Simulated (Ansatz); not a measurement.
# TaSi2 (P6_422) in Ansatz: band structure with RPBE

Aim: the band structure of TaSi2 with RPBE.

All numbers are computed with Ansatz 0.2.0; they aren't measurements. Logs are shortened: lines on timing, memory, paths and dates and some standing lists are left out, and cuts for length are marked.

### Step 1. Starting point

It takes space group P6_422 (No. 181, hexagonal). The conventional cell has a = 4.784 Å, b = 4.784 Å, c = 6.570 Å, α = 90.00°, β = 90.00°, γ = 120.00°. Around Ta (site symmetry 222) lie 10 Si at 2.61 to 2.83 Å. Si (site symmetry 2) is surrounded by 5 Si at 2.56 to 2.83 Å and 5 Ta at 2.61 to 2.83 Å.

### Step 2. Band structure, RPBE

input.yaml

```yaml
crystal:
  lattice:
    - [4.7839, 0.0, 0.0]
    - [-2.39195, 4.1429789292, 0.0]
    - [0.0, 0.0, 6.57]
  atoms:
    - { symbol: Ta, position: [0.0, 0.5, 0.3333333333] }
    - { symbol: Ta, position: [0.5, 0.5, 0.6666666667] }
    - { symbol: Ta, position: [0.5, 0.0, 0.0] }
    - { symbol: Si, position: [0.31794, 0.15897, 0.3333333333] }
    - { symbol: Si, position: [0.15897, 0.84103, 0.6666666667] }
    - { symbol: Si, position: [0.84103, 0.68206, 0.0] }
    - { symbol: Si, position: [0.68206, 0.84103, 0.3333333333] }
    - { symbol: Si, position: [0.84103, 0.15897, 0.6666666667] }
    - { symbol: Si, position: [0.15897, 0.31794, 0.0] }
hamiltonian:
  xc: rpbe
  pseudopotentials: { kind: paw }
kpoints:
  mp_grid: { grid: [7, 7, 4] }
  band_path:
    path:
      - [[0.0, 0.0, 0.0], [0.5, 0.0, 0.0], [0.3333333333, 0.3333333333, 0.0], [0.0, 0.0, 0.0], [0.0, 0.0, 0.5], [0.5, 0.0, 0.5], [0.3333333333, 0.3333333333, 0.5], [0.0, 0.0, 0.5]]
      - [[0.5, 0.0, 0.5], [0.5, 0.0, 0.0]]
      - [[0.3333333333, 0.3333333333, 0.0], [0.3333333333, 0.3333333333, 0.5]]
    npoints: 10
scf:
  occupations: { method: fermi_dirac, width: 0.05 }
  n_extra_bands: 22
output:
  forces: true
  stress: true
  eigenvalues: true
  fatbands: false
```

Potentials or basis: Ansatz PAW.

On the command line:

```
> ansatz run input.yaml --threads 4 --pin off --max-ram 11264MiB --backend cpu --events-out ev --progress --plain --runs-dir out
```

Standard output:

```text
Warning: RAYON_NUM_THREADS=4 ignored (pool sized by the plan → 4); use --threads N
scf.n_extra_bands = 22 over 32 filled bands (N_el = 63.0): the run solves 54 bands
Engine: ansatz 0.2.0, x86_64-unknown-linux-gnu
Pseudopotentials: kind: paw
Pseudopotential: Ta, paw, valence charge 13, recommended cutoff 420 eV (normal), Ta.paw.azcp
Pseudopotential: Si, paw, valence charge 4, recommended cutoff 420 eV (normal), Si.paw.azcp
Functional definition: RPBE
  parameter kappa = 0.804
  parameter beta = 0.06672455060314922
  exchange = rpbe_x(kappa = kappa, mu = beta*pi^2/3)
  correlation = pbe_c(beta = beta)
Crystal: 9 atoms, lattice volume = 130.215 Å³
Basis set: ecut = 420 eV, 2523 PW (Γ), exchange–correlation on 64×64×90 points (8 copies of the dense FFT grid, shifted against one another)
Bands: 54, of which v1, the nominal top of the filled ones, is band 32 counted from 1 (31 counted from 0)
Symmetry: 12 space group operations
Space group: P6422 (ITA 181), of the structure as read, at distance tolerance 5.1e-5 Å
k-points: 24 of 196 (time reversal used)
Non-local potential: Ta, projectors of the file, l = 0: 3, l = 1: 2, l = 2: 2, l = 3: 1
Non-local potential: Si, projectors of the file, l = 0: 2, l = 1: 2, l = 2: 2
PAW form: soft (Blöchl's): semilocal exchange-correlation on the pseudo side does not see the compensation charge
PAW frozen core: Ta, regenerated for the run's functional, and the local potential with it (the file was generated under x = pbe(κ = 0.804, μ = 0.2195149727645171), c = pbe(β = 0.06672455060314922))
PAW frozen core: Si, regenerated for the run's functional, and the local potential with it (the file was generated under x = pbe(κ = 0.804, μ = 0.2195149727645171), c = pbe(β = 0.06672455060314922))
PAW one-centre angular grid: Ta, 590 points (default); XC on 64 Gauss nodes
PAW one-centre angular grid: Si, 110 points (default); XC on 64 Gauss nodes
Initial density: superposition of atomic densities (neutral atoms: chi_scale 0, normalization atom), corrected by the library's trained network
Initial wavefunctions: pseudopotential atomic-orbital guess
Functional: x = rpbe, c = pbe(β = 0.06672455060314922)
SCF iter   1: F=—  HF=-33671.810755 eV  |F-HF|=—  |Δ(HF+E_count)|=         —  Δρ=4.43e-3  dr2=1.87e-2  ethr=1.77e-3  ⟨swp⟩=5.3  Hψ=5631  notcnv=0  defer=118
preconditioner: auto → Kerker (q_TF=auto, 2.417 Å⁻¹)  [metal: Δε(μ)=0.055 eV  Ē_g=9.598 eV  σ=0.050 eV  W_gap=0.26  n_scr=22 (ndim 8)  ℏωp=20.3 eV  f_vac=0.000  D(μ)=3.13/eV (n_scr^D=22)]
SCF iter   2: F=—  HF=-33671.811583 eV  |F-HF|=—  |Δ(HF+E_count)|=   8.29e-4  Δρ=2.60e-3  dr2=6.27e-3  ethr=2.97e-5  ⟨swp⟩=1.2  Hψ=1518  notcnv=0  defer=231
SCF iter   3: F=—  HF=-33671.811930 eV  |F-HF|=—  |Δ(HF+E_count)|=   3.46e-4  Δρ=2.29e-4  dr2=5.21e-5  ethr=9.95e-6  ⟨swp⟩=2.3  Hψ=1371  notcnv=0  defer=231
SCF iter   4: F=—  HF=-33671.812029 eV  |F-HF|=—  |Δ(HF+E_count)|=   9.98e-5  Δρ=4.07e-5  dr2=1.51e-6  ethr=8.26e-8  ⟨swp⟩=2.9  Hψ=1856  notcnv=0  defer=231
iter 5 did not close the SCF: its close was put off for the readings that it lacked (scf_convergence_deferred on its scf_iter line)
SCF iter   5: F=-33671.812029 eV  HF=-33671.812029 eV  |F-HF|=4.69e-8  |Δ(HF+E_count)|=   1.38e-8  Δρ=7.63e-6  dr2=9.15e-8  ethr=2.39e-9  ⟨swp⟩=2.7  Hψ=1494  notcnv=0  defer=231
SCF iter   6: F=-33671.812029 eV  HF=-33671.812029 eV  |F-HF|=3.03e-9  |Δ(HF+E_count)|=   1.03e-8  Δρ=1.32e-6  dr2=4.40e-9  ethr=1.45e-10  ⟨swp⟩=9.4  Hψ=6319  notcnv=0
SCF 1 converged in 6 iterations: F = -33671.812029 eV  dr2 = 4.40e-9
NSCF: frozen V_eff on 93 k-points
SCF converged after 6 iterations
Free energy (F): -33671.812029 eV
Harris-Foulkes:  -33671.812029 eV  (|F-HF|=3.03e-9)
Internal energy: -33671.785865 eV  (E = F + TS)
E sigma→0 (E₀):  -33671.798947 eV
Entropy (-TS):   -0.026165 eV (-2.907 meV/atom)
Fermi energy:    15.291905 eV
--- Per-component energies (eV) ---
  E_band       = -250.375383
  E_kinetic    = 1362.481573
  E_local      = -2330.893652  (includes V_loc(G=0)·N_el)
  E_nonlocal   = 190.169239
  E_hartree    = 893.952434
  E_xc         = -999.663984
  E_vxc        = -907.850922  (∫ρ·V_xc dr)
  E_paw        = -28321.990617  (= ΣΔE_a)
  E_vpaw       = -352.188604  (= ΣTr[D̂ρ^β])
  E_aug_tail   = 0.000487  (compensation charges beyond the density's cutoff)
  E_ewald      = -4465.613967
  E_core_change = -0.227379  (= ΣΔE_core)
  E_smearing   = -0.026165  (= −TS)
  E_closure    = -0.000000  (closes the sum)
  Σ components = -33671.812029   (vs F -33671.812029, Δ=0.00e0)
--- Forces (eV/Å), atoms counted from 1 ---
  atom   1  Ta     0.00000000    -0.00000000    -0.00000000
  atom   2  Ta     0.00000000    -0.00000000     0.00000000
  atom   3  Ta    -0.00000000     0.00000000     0.00000000
  atom   4  Si     0.01721417     0.00993861    -0.00000000
  atom   5  Si     0.01721417    -0.00993861     0.00000000
  atom   6  Si    -0.00000000    -0.01987721    -0.00000000
  atom   7  Si    -0.01721417    -0.00993861     0.00000000
  atom   8  Si    -0.01721417     0.00993861    -0.00000000
  atom   9  Si    -0.00000000     0.01987721     0.00000000
  max |Σ_I F_I| component: 8.56e-17 eV/Å
--- Stress (GPa, compression-positive) ---
        4.622544      -0.000000       0.000000
       -0.000000       4.622544       0.000000
       -0.000000       0.000000       6.131909
  P = ⅓ Tr σ = 5.1257 GPa (51.257 kbar)
--- Band table (eV; the first three rows and the last of 24) ---
  k-point 0: bands = ["-52.3762", "-52.3610", "-52.3610", "-19.0601", "-19.0550", "-19.0550", "-18.9928", "-18.9928", "-18.8943", "-18.8931", "-18.8894", "-18.8894", "1.8994", "5.2220", "5.2220", "8.7225", "9.3537", "9.3537", "9.4406", "9.4406", "10.5033", "11.4308", "11.4308", "11.8022", "12.7326", "12.7326", "12.7879", "12.7879", "12.8370", "13.1001", "13.1001", "13.7803", "16.0365", "18.2739", "18.2739", "18.7770", "18.8588", "18.8716", "19.2010", "19.2010", "19.3450", "19.3450", "19.6973", "19.9965", "19.9965", "20.4078", "20.4078", "20.8175", "21.1530", "21.1530", "21.4512", "23.2542", "23.3970", "23.3970"]
  k-point 1: bands = ["-52.3748", "-52.3660", "-52.3573", "-19.0903", "-19.0498", "-19.0042", "-18.9984", "-18.9978", "-18.9088", "-18.9085", "-18.8985", "-18.8659", "2.1435", "3.9263", "6.5115", "8.9273", "8.9787", "9.3848", "9.8259", "9.8337", "10.3363", "10.4339", "10.8466", "11.2087", "12.5359", "12.7999", "13.0205", "13.0514", "13.1087", "13.2503", "13.6773", "14.3366", "16.7418", "17.5853", "18.0705", "18.6062", "18.7240", "18.8157", "19.1536", "19.1984", "19.3800", "19.4921", "19.5524", "19.6555", "20.2417", "20.3272", "20.5804", "20.6213", "20.8880", "22.0923", "22.3574", "22.7723", "22.7738", "23.4954"]
  k-point 2: bands = ["-52.3711", "-52.3711", "-52.3559", "-19.1028", "-19.0237", "-19.0237", "-19.0006", "-18.9503", "-18.9503", "-18.9074", "-18.9074", "-18.8562", "2.8479", "2.8479", "7.3167", "8.8405", "8.9673", "9.4218", "9.4218", "10.2217", "10.2217", "10.4023", "10.4023", "11.0648", "12.4959", "12.6196", "12.6196", "13.0670", "13.2363", "13.4845", "13.4845", "16.4437", "16.4437", "17.9195", "17.9195", "18.7584", "18.7760", "18.7760", "18.8374", "18.9249", "19.1987", "19.4941", "19.4941", "19.5258", "19.7643", "20.3609", "20.3609", "20.7324", "20.7324", "21.8152", "22.0808", "22.0808", "23.5957", "23.5957"]
  k-point 23: bands = ["-52.3710", "-52.3649", "-52.3621", "-19.1003", "-19.0719", "-19.0710", "-18.9817", "-18.9615", "-18.9213", "-18.8884", "-18.8865", "-18.8649", "4.6232", "4.6565", "5.4974", "6.3202", "6.4592", "7.5589", "9.9477", "10.0206", "10.8057", "11.0309", "12.4015", "12.4689", "12.6433", "12.7224", "12.7366", "12.8535", "14.1792", "14.7712", "14.8008", "15.3188", "16.3819", "16.9715", "17.0534", "17.5844", "17.5942", "18.2310", "18.6281", "18.7796", "19.0333", "19.2114", "19.3188", "19.8165", "20.4592", "20.6840", "21.3539", "21.4827", "21.8071", "21.8908", "22.1657", "22.6391", "23.1415", "23.1752"]
```

bands.tsv:

```text
[... 115 lines left out ...]
```

It took 6 s on 4 threads of Intel Xeon 6975P-C (Granite Rapids), shared host; peak memory 0.72 GiB.

Results:

```
Free energy            : -33671.8120 eV
Pressure               : 5.1 GPa
Largest force          : 0.020 eV/Å
Band gap on the k mesh : none (metal or under the smearing width)
```

Forces on the atoms (eV/Å):
```
Ta   0.000  0.000  0.000
Ta   0.000  0.000  0.000
Ta   0.000  0.000  0.000
Si   0.017  0.010  0.000
Si   0.017 -0.010  0.000
Si   0.000 -0.020  0.000
Si  -0.017 -0.010  0.000
Si  -0.017  0.010  0.000
Si   0.000  0.020  0.000
```

Stress tensor (GPa, compression positive):
```
4.62 0.00 0.00
0.00 4.62 0.00
0.00 0.00 6.13
```

Levels at the corners of the path, in eV from the Fermi level:
| point | band 28 | band 29 | band 30 | band 31 | band 32 | band 33 | band 34 | band 35 | band 36 | band 37 |
| --- | --- | --- | --- | --- | --- | --- | --- | --- | --- | --- |
| Γ | -2.50 | -2.45 | -2.19 | -2.19 | -1.51 | 0.74 | 2.98 | 2.98 | 3.49 | 3.57 |
| M | -2.06 | -1.08 | -0.74 | -0.08 | -0.05 | 0.88 | 1.19 | 1.57 | 1.96 | 2.30 |
| K | -1.74 | -1.72 | -1.72 | 0.35 | 0.35 | 0.57 | 2.12 | 2.12 | 2.20 | 2.20 |
| Γ | -2.50 | -2.45 | -2.19 | -2.19 | -1.51 | 0.74 | 2.98 | 2.98 | 3.49 | 3.57 |
| A | -2.22 | -2.06 | -1.81 | -1.81 | 1.15 | 1.15 | 2.63 | 2.63 | 3.47 | 3.48 |
| L | -2.05 | -2.03 | -1.83 | -0.68 | -0.26 | 1.56 | 1.97 | 2.54 | 2.56 | 2.61 |
| H | -2.37 | -0.74 | -0.74 | -0.14 | -0.14 | 0.96 | 1.57 | 1.57 | 2.33 | 2.85 |
| A | -2.22 | -2.06 | -1.81 | -1.81 | 1.15 | 1.15 | 2.63 | 2.63 | 3.47 | 3.48 |
| L | -2.05 | -2.03 | -1.83 | -0.68 | -0.26 | 1.56 | 1.97 | 2.54 | 2.56 | 2.61 |
| M | -2.06 | -1.08 | -0.74 | -0.08 | -0.05 | 0.88 | 1.19 | 1.57 | 1.96 | 2.30 |
| K | -1.74 | -1.72 | -1.72 | 0.35 | 0.35 | 0.57 | 2.12 | 2.12 | 2.20 | 2.20 |
| H | -2.37 | -0.74 | -0.74 | -0.14 | -0.14 | 0.96 | 1.57 | 1.57 | 2.33 | 2.85 |

Caveat: spin-orbit coupling is left out, which moves the levels of the heavy elements; the PAW data sets come from PBE, with cores solved anew for the run's functional, which leaves a small shift of forces and pressure.
